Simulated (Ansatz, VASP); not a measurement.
Two plane-wave programs on TePb

```
Pb Te
1.0
     0.00000    3.39757    3.39757
     3.39757    0.00000    3.39757
     3.39757    3.39757    0.00000
Pb Te
1 1
Direct
  0.00000 0.00000 0.00000
  0.50000 0.50000 0.50000
```

Change from the starting cell: hydrostatic strain +4.0%.

Alike in both runs: task single point; functional r2SCAN; k mesh 8 × 8 × 8; no spin polarisation.

```csv
,VASP,Ansatz
version,VASP 6.6.1,Ansatz 0.2.0
potentials or method,"VASP PAW PBE potentials, release 64 (Pb_d, Te)","plane waves, PAW"
plane-wave cutoff (eV),520,500
occupations,"gaussian, width 0.01 eV",fixed
valence electrons in the cell,20,30
```

```csv
,VASP,Ansatz,Ansatz less VASP
gap on the k mesh at the Fermi level (eV),1.28,1.27,-0.002
pressure (GPa),-3.8,-3.8,+0.02
```

The two sets of potentials don't hold the same shells in valence.

Caveats: the PAW data sets were made with another functional, which shifts forces and pressure a little (VASP); spin-orbit coupling is left out, which as a rule narrows the gap of such compounds by several tenths of an eV. A k mesh can miss the band edges.
